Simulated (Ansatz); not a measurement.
# NiO (Fm-3m) in Ansatz: notebook

The runs below take NiO through phonons, elastic constants, with PBEsol.

All numbers are computed with Ansatz 0.2.0; they aren't measurements. Logs are shortened: lines on timing, memory, paths and dates and some standing lists are left out, and cuts for length are marked.

**Experimental background.**

“Local correlations, non-local screening, multiplets, and band formation in NiO”, 2012, arxiv:1210.6675 quotes, for a bulk crystal of NiO: band gap 4.3 eV.

The results are compared with them further down.

### 1 The crystal as given

Symmetry: Fm-3m, No. 225, cubic system. The conventional cell has a = 4.172 Å, b = 4.172 Å, c = 4.172 Å, α = 90.00°, β = 90.00°, γ = 90.00°. Around Ni (site symmetry m-3m) lie 6 O at 2.09 Å. Around O (site symmetry m-3m) lie 6 Ni at 2.09 Å.

### 2 Phonons, PBEsol, collinear spin, ferromagnetic start

File input.yaml:

```yaml
crystal:
  lattice:
    - [0.0, 2.0859016414, 2.0859016414]
    - [2.0859016414, 0.0, 2.0859016414]
    - [2.0859016414, 2.0859016414, 0.0]
  atoms:
    - { symbol: Ni, position: [0.0, 0.0, 0.0], spin: 1.0 }
    - { symbol: O, position: [0.5, 0.5, 0.5] }
hamiltonian:
  xc: pbesol
  pseudopotentials: { kind: paw }
magnetization:
  spin_polarized: true
kpoints:
  mp_grid: { grid: [8, 8, 8] }
scf:
  occupations: { method: fermi_dirac, width: 0.05 }
phonons:
  method: dfpt
  qmesh: [2, 2, 2]
  temperatures: { t_max: 1000, t_step: 100 }
  qpath:
    path:
      - [[0.0, 0.0, 0.0], [0.5, 0.0, 0.5], [0.5, 0.25, 0.75], [0.375, 0.375, 0.75], [0.0, 0.0, 0.0], [0.5, 0.5, 0.5], [0.625, 0.25, 0.625], [0.5, 0.25, 0.75], [0.5, 0.5, 0.5], [0.375, 0.375, 0.75]]
      - [[0.625, 0.25, 0.625], [0.5, 0.0, 0.5]]
    npoints: 8
```

Potentials or basis: Ansatz PAW.

Command:

```bash
$ ansatz run input.yaml --threads 2 --pin off --max-ram 5632MiB --backend cpu --events-out ev --progress --plain --runs-dir out
```

The program printed:

```text
Warning: RAYON_NUM_THREADS=2 ignored (pool sized by the plan → 2); use --threads N
Engine: ansatz 0.2.0, x86_64-unknown-linux-gnu
Pseudopotentials: kind: paw
Pseudopotential: Ni, paw, valence charge 18, recommended cutoff 420 eV (normal), Ni.paw.azcp
Pseudopotential: O, paw, valence charge 6, recommended cutoff 420 eV (normal), O.paw.azcp
Functional definition: PBEsol
  exchange = pbesol_x
  correlation = pbesol_c
Crystal: 2 atoms, lattice volume = 18.151 Å³
Basis set: ecut = 420 eV, 339 PW (Γ), exchange–correlation on 40×40×40 points (8 copies of the dense FFT grid, shifted against one another)
Bands: 17, of which v1, the nominal top of the filled ones, is band 12 counted from 1 (11 counted from 0)
Symmetry: 48 space group operations
Space group: Fm-3m (ITA 225), of the structure as read, at distance tolerance 2.6e-5 Å
Magnetic group: BNS 225.116 (UNI 1618), of the structure as read, at distance tolerance 2.6e-5 Å
k-points: 29 of 512
Non-local potential: Ni, projectors of the file, l = 0: 3, l = 1: 2, l = 2: 3, l = 3: 1
Non-local potential: O, projectors of the file, l = 0: 2, l = 1: 2, l = 2: 1
PAW form: soft (Blöchl's): semilocal exchange-correlation on the pseudo side does not see the compensation charge
PAW frozen core: Ni, regenerated for the run's functional, and the local potential with it (the file was generated under x = pbe(κ = 0.804, μ = 0.2195149727645171), c = pbe(β = 0.06672455060314922))
PAW frozen core: O, regenerated for the run's functional, and the local potential with it (the file was generated under x = pbe(κ = 0.804, μ = 0.2195149727645171), c = pbe(β = 0.06672455060314922))
PAW one-centre angular grid: Ni, 590 points (default); XC on 64 Gauss nodes
PAW one-centre angular grid: O, 110 points (default); XC on 64 Gauss nodes
Initial density: superposition of atomic densities (chi_scale 0.1, normalization cell, long waves kept (reshape's long-wave potential 0.00 eV rms))
Starting moments: Σ|m| = 1 μB on 1 of 2 sites
Initial wavefunctions: pseudopotential atomic-orbital guess
Functional: x = pbesol(κ = 0.804, μ = 0.12345679012345678), c = pbesol(β = 0.046)
SCF 1 converged in 14 iterations: F = -6364.263827 eV  dr2 = 3.96e-11
a single point of the input's cell can leave the moments in the input for a lower state (scf.lower_state_search): this run first made a single point of its cell. This run's own SCFs start from the density of the state that the single point found, with the moments in the input. The single point stayed on the moments in the input.
Initial density: read from a saved state, or passed on in memory by an earlier SCF of this step, an earlier step, the calling program or the single point that the run made first
Stability of the state it starts from, as read at its close in the collinear treatment: not read negative (Ritz values of 1 − χ₀K, real part plus size of imaginary part, from 0.31 to 0.35, by its mixing steps under the symmetry group of the SCF that read it); its run was given moments
Starting moments: Σ|m| = 1 μB on 1 of 2 sites; this step starts from the density that it was given
iter 1 solved again at ethr=2.61e-9 eV; its pass at ethr=3.10e-3 eV (dr2=6.26e-7 eV) is discarded
SCF iter   1: F=—  HF=-6364.263827 eV  |F-HF|=—  |Δ(HF+E_count)|=         —  Δρ=6.27e-7 (↑6.27e-7 ↓2.57e-7)  dr2=1.47e-11  dr2_m=3.04e-11  M=1.113 μB ∫|m|=1.116 μB  β_m=0.65  ethr=2.61e-9  ⟨swp⟩=3.5  Hψ=7301  notcnv=0
preconditioner: auto → none  [metal: Δε(μ)=0.035 eV  Ē_g=14.300 eV  σ=0.050 eV  W_gap=0.17  n_scr=0 (ndim 8)  ℏωp=34.9 eV  f_vac=0.000  D(μ)=1.64/eV (n_scr^D=14)]
SCF iter   2: F=—  HF=-6364.263827 eV  |F-HF|=—  |Δ(HF+E_count)|=  3.06e-10  Δρ=3.73e-7 (↑2.38e-7 ↓3.73e-7)  dr2=3.39e-11  dr2_m=1.63e-12  M=1.113 μB ∫|m|=1.116 μB  β_m=0.40  ethr=1.00e-12  ⟨swp⟩=2.8  Hψ=1881  notcnv=0
SCF iter   3: F=—  HF=-6364.263827 eV  |F-HF|=—  |Δ(HF+E_count)|=  8.19e-12  Δρ=2.58e-7 (↑1.22e-7 ↓2.58e-7)  dr2=1.41e-11  dr2_m=2.41e-12  M=1.113 μB ∫|m|=1.116 μB  β_m=0.37  ethr=1.00e-12  ⟨swp⟩=1.3  Hψ=1037  notcnv=0
SCF iter   4: F=-6364.263827 eV  HF=-6364.263827 eV  |F-HF|=0.00e0  |Δ(HF+E_count)|=  2.73e-12  Δρ=1.29e-7 (↑6.81e-8 ↓1.29e-7)  dr2=2.91e-12  dr2_m=9.63e-13  M=1.113 μB ∫|m|=1.116 μB  ethr=1.00e-12  ⟨swp⟩=3.5  Hψ=3799  notcnv=0
SCF 2 converged in 4 iterations: F = -6364.263827 eV  dr2 = 2.91e-12
iter 1 solved again at ethr=3.31e-9 eV; its pass at ethr=3.10e-3 eV (dr2=7.94e-7 eV) is discarded
SCF iter   1: F=—  HF=-6364.263827 eV  |F-HF|=—  |Δ(HF+E_count)|=         —  Δρ=3.41e-7 (↑1.65e-7 ↓3.41e-7)  dr2=3.23e-11  dr2_m=2.15e-12  M=1.113 μB ∫|m|=1.116 μB  β_m=0.30  ethr=3.31e-9  ⟨swp⟩=3.4  Hψ=7277  notcnv=0
preconditioner: auto → none  [metal: Δε(μ)=0.035 eV  Ē_g=14.300 eV  σ=0.050 eV  W_gap=0.17  n_scr=8 (ndim 8)  ℏωp=34.9 eV  f_vac=0.000  D(μ)=1.64/eV (n_scr^D=14)]
SCF iter   2: F=—  HF=-6364.263827 eV  |F-HF|=—  |Δ(HF+E_count)|=  5.47e-10  Δρ=5.15e-7 (↑2.22e-7 ↓5.15e-7)  dr2=6.87e-11  dr2_m=5.17e-12  M=1.113 μB ∫|m|=1.116 μB  β_m=0.30  ethr=1.00e-12  ⟨swp⟩=2.8  Hψ=1888  notcnv=0
SCF iter   3: F=-6364.263827 eV  HF=-6364.263827 eV  |F-HF|=5.46e-12  |Δ(HF+E_count)|=  1.00e-11  Δρ=1.38e-7 (↑6.18e-8 ↓1.38e-7)  dr2=5.06e-12  dr2_m=2.98e-13  M=1.113 μB ∫|m|=1.116 μB  ethr=1.00e-12  ⟨swp⟩=2.7  Hψ=3327  notcnv=0
SCF 3 converged in 3 iterations: F = -6364.263827 eV  dr2 = 5.06e-12
phonons: the bands overlap, so this run is a metal and interpolates without the dipole-dipole term. If the crystal is really an insulator or semiconductor, its LO-TO splitting is missing
NSCF: frozen V_eff on 29 k-points
NSCF: frozen V_eff on 59 k-points
DFPT response loops at q = (0, 0, 0) (fractional): preconditioner auto → Kerker (q_TF=auto, 2.858 Å⁻¹) (partly filled bands, converged f_vac=0.000); β = 1.00, the filter's whole step (`scf.mixing.beta` (0.30) is not read by the response loops under this deck's `scf.mixing.preconditioner`; to damp them name `kerker` or `kerker_dos`, under which they read `scf.mixing.beta`, and type it under 1.00, their step now; both keys bind the ground state too); Broyden in place of MSR1
NSCF: frozen V_eff on 300 k-points
DFPT response loops at q = (0, 0, -0.5) (fractional): mixed as the last ones told, above
NSCF: frozen V_eff on 190 k-points
DFPT response loops at q = (0, -0.5, -0.5) (fractional): mixed as the last ones told, above
SCF converged after 4 iterations
Magnetization: 1.1131 μB (12.5565 up, 11.4435 down)
Absolute magnetization: 1.1162 μB (∫|ρ↑−ρ↓|, with the PAW one-centre terms)
Spin contamination: 0.0073 ħ² per cell (⟨S²⟩ above its minimum at these occupations)
Per-site moments (μB) at R_I (Å): [(0.9229968031863846, 0.8604344270775), (0.15259511635419673, 0.8604344270775)]
Free energy (F): -6364.263827 eV
Harris-Foulkes:  -6364.263827 eV  (|F-HF|=0.00e0)
Internal energy: -6364.249796 eV  (E = F + TS)
E sigma→0 (E₀):  -6364.256811 eV
Entropy (-TS):   -0.014030 eV (-7.015 meV/atom)
Fermi energy:    14.365991 eV
--- Per-component energies (eV) ---
  E_band       = -324.739277
  E_kinetic    = 452.140228
  E_local      = -3994.369893  (includes V_loc(G=0)·N_el)
  E_nonlocal   = 694.225867
  E_hartree    = 1644.791426
  E_xc         = -154.587157
  E_vxc        = -199.253595  (∫ρ·V_xc dr)
  E_paw        = -1751.886987  (= ΣΔE_a)
  E_vpaw       = -567.067681  (= ΣTr[D̂ρ^β])
  E_aug_tail   = 0.003053  (compensation charges beyond the density's cutoff)
  E_ewald      = -3254.798910
  E_core_change = 0.232577  (= ΣΔE_core)
  E_smearing   = -0.014030  (= −TS)
  E_closure    = -0.000000  (closes the sum)
  Σ components = -6364.263827   (vs F -6364.263827, Δ=0.00e0)
--- Band table (eV; the first three rows and the last of 58) ---
  k-point 0 ↑: bands = ["-89.1571", "-49.6920", "-49.6920", "-49.6920", "-6.1460", "11.1609", "11.1609", "11.1609", "11.8487", "11.8487", "12.0417", "12.0417", "12.0417", "15.7618", "31.8564", "33.0987", "33.0987"]
  k-point 1 ↑: bands = ["-89.1567", "-49.6967", "-49.6926", "-49.6926", "-5.9681", "9.9224", "10.2897", "10.2897", "12.1266", "12.1266", "12.3496", "12.8089", "12.8089", "16.7579", "29.2667", "32.4859", "32.4859"]
  k-point 2 ↑: bands = ["-89.1557", "-49.7082", "-49.6942", "-49.6942", "-5.5041", "8.0359", "9.3593", "9.3593", "12.4033", "12.4033", "12.6846", "13.9012", "13.9012", "18.4632", "26.3855", "30.5731", "30.5731"]
  k-point 28 ↓: bands = ["-87.9952", "-48.5838", "-48.5838", "-48.5747", "-4.2852", "8.2568", "8.2568", "8.7933", "13.3545", "13.3545", "13.7762", "14.2076", "14.9626", "23.1031", "25.0614", "25.0614", "27.9068"]
--- Phonons (Γ-DFPT): 2 representative perturbations + reference (Σ response iterations 6) ---
  ASR residual: 1.206e-3 → 0.000e0 eV/Å²; symmetrization residual: 1.582e-6 eV/Å²
  ASR residual per site (eV/Å²): 1.21e-3 2.00e-4
  Γ frequencies (cm⁻¹): 0.00 0.00 0.00 299.79 299.79 299.79
--- Phonons (arbitrary-q DFPT): 3 irreducible q on the 2×2×2 mesh ---
  q = [0.0000, 0.0000, 0.0000] (star 1, of the zone-centre solve; hermiticity 7.61e-7, symmetrization 7.70e-13): -0.00 0.00 0.00 299.79 299.79 299.79
  q = [0.0000, 0.0000, -0.5000] (star 4, 2 solved perturbations on 150 of 512 k-point pairs; hermiticity 2.31e-11, symmetrization 1.15e-11): -80.94 -80.94 174.53 174.53 262.35 348.28
  q = [0.0000, -0.5000, -0.5000] (star 3, 4 solved perturbations in 308 linear systems a pass and spin channel, the states on 95 of 512 k-point pairs; hermiticity 5.65e-7, symmetrization 4.46e-11): 140.41 140.41 200.27 335.17 335.17 362.81
  sum rule: each row above includes the acoustic sum rule's correction from the zone centre's row sums; it moved no ω² by more than (2.36 cm⁻¹)²
  mesh force constants: q→R imaginary residual 2.36e-17; ASR residual 1.206e-3 → 0.000e0 eV/Å²; symmetrization residual 9.770e-15 eV/Å²
  interpolated dispersion: 82 rows × 6 modes
  density of states and harmonic sums: on the 26×26×26 q-mesh, interpolated from the force constants of a 2×2×2 supercell (no non-analytic term)
  largest difference from the sums on the solved wave vectors: F 2.24e-1 eV, S 3.38e-4 and C_V 1.15e-4 eV/K
  zero-point energy: 0.079278 eV/cell   skipped modes (ω ≤ 0): 39, of them read as no rigid motion or as one in doubt: 36 (4.506e-2 modes/cell left out, lowest -80.94 cm⁻¹)   left out of the sums: 7.54e-3 of the cell's modes: C_V's classical limit lies that fraction below 3 k_B per atom; for a crystal, a wire or a layer, F and S can be off by more, and a phonons.interpolated_qmesh denser along its periods is the remedy for the sampling
```

Wall time 28 s (2 threads of Intel Xeon Platinum 8488C (Sapphire Rapids), shared host); peak memory 0.61 GiB.

Results:

| Item | Value |
| --- | --- |
| Free energy | -6364.2638 eV |
| Band gap on the k mesh | none (metal or under the smearing width) |
| Net moment | 1.11 μB per cell |
| Absolute moment | 1.12 μB per cell |
| Site moments | Ni +0.92; O +0.15 μB |
| Highest phonon frequency | 363 cm⁻¹ |
| Most unstable mode | 81i cm⁻¹ |

Phonon frequencies in cm⁻¹ (negative: imaginary):
| q point | frequencies |
| --- | --- |
| (0.000, 0.000, 0.000) | 0 0 0 300 300 300 |
| (0.000, 0.000, -0.500) | -81 -81 175 175 262 348 |
| (0.000, -0.500, -0.500) | 140 140 200 335 335 363 |

Caveat: some modes are imaginary; the q mesh is small, so phonon branches between its points and thermal values are rough; a cell with one magnetic atom can't hold antiferromagnetic order, which such compounds often take; semilocal functionals often make such compounds metallic where correlation or magnetic order opens a gap, which also shifts bond lengths; the PAW data sets come from PBE, with cores solved anew for the run's functional, which leaves a small shift of forces and pressure.

### 3 Elastic constants, PBEsol, collinear spin, ferromagnetic start

File input.yaml:

```yaml
crystal:
  lattice:
    - [0.0, 2.0859016414, 2.0859016414]
    - [2.0859016414, 0.0, 2.0859016414]
    - [2.0859016414, 2.0859016414, 0.0]
  atoms:
    - { symbol: Ni, position: [0.0, 0.0, 0.0], spin: 1.0 }
    - { symbol: O, position: [0.5, 0.5, 0.5] }
hamiltonian:
  xc: pbesol
  pseudopotentials: { kind: paw }
magnetization:
  spin_polarized: true
kpoints:
  mp_grid: { grid: [8, 8, 8] }
scf:
  occupations: { method: fermi_dirac, width: 0.05 }
output:
  forces: true
  stress: true
elastic:
  mode: clamped_ion
  stencil: two_point
```

Potentials or basis: Ansatz PAW.

Command:

```bash
$ ansatz run input.yaml --threads 2 --pin off --max-ram 5632MiB --backend cpu --events-out ev --progress --plain --runs-dir out
```

Wall time 12 s (2 threads of Intel Xeon Platinum 8488C (Sapphire Rapids), shared host); peak memory 0.4 GiB.

The run converged. Its results:

```
Free energy                                 : -6364.2638 eV
Pressure                                    : -9.5 GPa
Band gap on the k mesh                      : none (metal or under the smearing width)
Net moment                                  : 1.11 μB per cell
Absolute moment                             : 1.12 μB per cell
Site moments                                : Ni +0.92; O +0.15 μB
Clamped-ion elastic constants C11, C12, C44 : 196, 129, 51 GPa
Voigt bulk modulus                          : 151 GPa
```

Levels at points of the mesh, in eV from the Fermi level:
Spin up:
```
             k point  band 11  band 12  band 13  band 14  band 15  band 16
  (0.00, 0.00, 0.00)    -2.32    -2.32    -2.32     1.40    17.49    18.73
 (0.00, 0.00, -0.50)    -1.10     0.63     0.63     5.39     9.83    13.90
(0.00, -0.50, -0.50)    -1.59    -1.25    -1.25     6.06    10.34    12.11
```
Spin down:
| k point | band 8 | band 9 | band 10 | band 11 | band 12 | band 13 | band 14 | band 15 | band 16 | band 17 |
| --- | --- | --- | --- | --- | --- | --- | --- | --- | --- | --- |
| (0.00, 0.00, 0.00) | -2.92 | -1.74 | -1.74 | -1.74 | -1.00 | -1.00 | 1.61 | 17.47 | 18.91 | 18.91 |
| (0.00, 0.00, -0.50) | -5.21 | -0.84 | -0.84 | -0.49 | 1.82 | 1.82 | 5.51 | 10.15 | 14.09 | 14.09 |
| (0.00, -0.50, -0.50) | -4.25 | -2.77 | -0.59 | -0.59 | -0.57 | -0.03 | 6.36 | 10.56 | 12.33 | 16.72 |

Elastic tensor in Voigt notation (GPa, ions clamped, in the Cartesian axes of the cell as first typed):
```
196 129 129   0   0   0
129 196 129   0   0   0
129 129 196   0   0   0
  0   0   0  51   0   0
  0   0   0   0  51   0
  0   0   0   0   0  51
```

Caveat: the cell is more than 3 GPa from zero pressure, which shifts response properties; elastic constants of metals need much finer meshes, so these are rough; the pressure holds a Pulay correction of +0.7 GPa for the finite cutoff; a cell with one magnetic atom can't hold antiferromagnetic order, which such compounds often take; semilocal functionals often make such compounds metallic where correlation or magnetic order opens a gap, which also shifts bond lengths; the PAW data sets come from PBE, with cores solved anew for the run's functional, which leaves a small shift of forces and pressure.

### 4 Against experiment

Step 2. Measured gap of NiO: 4.3 eV (quoted in “Local correlations, non-local screening, multiplets, and band formation in NiO”, 2012, arxiv:1210.6675). This calculation gives 0.00 eV (-4.30 eV). So large a miss can be the level of theory's own, or it may mean another phase, state or a wrong row. The value is that of PBEsol on a finite k mesh, which can miss the band edges, without temperature or zero-point motion. Semilocal functionals fall short of measured gaps as a rule. The run's magnetic order (collinear spin, ferromagnetic start) needn't be the measured crystal's.

Step 3. Against the measured gap of NiO, 4.3 eV (quoted in “Local correlations, non-local screening, multiplets, and band formation in NiO”, 2012, arxiv:1210.6675), the calculated 0.00 eV is off by -4.30 eV. So large a miss can be the level of theory's own, or it may mean another phase, state or a wrong row. The value is that of PBEsol on a finite k mesh, which can miss the band edges, without temperature or zero-point motion. Semilocal functionals fall short of measured gaps as a rule. The run's magnetic order (collinear spin, ferromagnetic start) needn't be the measured crystal's.
